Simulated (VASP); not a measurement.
TePb: band structure with LDA

**The experiment to reproduce.**

From a printed reference work, monograph, for a bulk crystal of TePb at 4.2 K: band gap 0.19 eV (direct).

The system is TePb.

```
CELL_PARAMETERS angstrom
0.00000 3.23100 3.23100
3.23100 0.00000 3.23100
3.23100 3.23100 0.00000
ATOMIC_POSITIONS crystal
Pb 0.00000 0.00000 0.00000
Te 0.50000 0.50000 0.50000
```

```
Program                : VASP 6.6.1
Task                   : band structure
Functional             : LDA
Potentials or basis    : VASP PAW LDA potentials, release 64 (Pb_d, Te)
Cutoff                 : 520 eV
k mesh                 : 7 × 7 × 7
Occupations            : fermi-dirac, width 0.05 eV
Spin                   : no spin polarisation
Further INCAR settings : ALGO = Fast; EDIFF = 1e-06
```

The pressure is -1.6 GPa and the band gap along the path is 0.64 eV, direct.

Levels at the corners of the path, in eV from the Fermi level:
| point | band 8 | band 9 | band 10 | band 11 | band 12 | band 13 |
| --- | --- | --- | --- | --- | --- | --- |
| Γ | -1.70 | -1.70 | -1.70 | 3.63 | 3.63 | 3.63 |
| X | -4.88 | -3.17 | -3.17 | 2.89 | 5.03 | 5.03 |
| X | -4.88 | -3.17 | -3.17 | 2.89 | 5.03 | 5.03 |
| W | -4.16 | -4.16 | -0.70 | 1.23 | 4.81 | 4.81 |
| W | -4.16 | -4.16 | -0.70 | 1.23 | 4.81 | 4.81 |
| K | -4.49 | -2.66 | -2.46 | 3.16 | 3.37 | 4.72 |
| K | -4.49 | -2.66 | -2.46 | 3.16 | 3.37 | 4.72 |
| Γ | -1.70 | -1.70 | -1.70 | 3.63 | 3.63 | 3.63 |
| Γ | -1.70 | -1.70 | -1.70 | 3.63 | 3.63 | 3.63 |
| L | -1.23 | -1.23 | -0.36 | 0.28 | 0.85 | 0.85 |
| L | -1.23 | -1.23 | -0.36 | 0.28 | 0.85 | 0.85 |
| U | -4.49 | -2.66 | -2.46 | 3.16 | 3.37 | 4.72 |
| U | -4.49 | -2.66 | -2.46 | 3.16 | 3.37 | 4.72 |
| W | -4.16 | -4.16 | -0.70 | 1.23 | 4.81 | 4.81 |
| W | -4.16 | -4.16 | -0.70 | 1.23 | 4.81 | 4.81 |
| L | -1.23 | -1.23 | -0.36 | 0.28 | 0.85 | 0.85 |
| L | -1.23 | -1.23 | -0.36 | 0.28 | 0.85 | 0.85 |
| K | -4.49 | -2.66 | -2.46 | 3.16 | 3.37 | 4.72 |
| U | -4.49 | -2.66 | -2.46 | 3.16 | 3.37 | 4.72 |
| X | -4.88 | -3.17 | -3.17 | 2.89 | 5.03 | 5.03 |

It took 100 s on 1 thread of Intel(R) Xeon(R) Platinum 8488C (Sapphire Rapids) (shared host), peak memory 0.19 GiB.

A measured gap of TePb is 0.19 eV (direct; 4.2 K; a printed reference work, monograph); the calculated 0.64 eV misses it by +0.45 eV. Spin-orbit coupling on Pb, Te is left out. The value is that of LDA, without temperature or zero-point motion.

Caveat: this odd mesh misses L, where the gap lies, so gap, dielectric constants and Born charges aren't listed; spin-orbit coupling is left out, which moves the levels of the heavy elements.
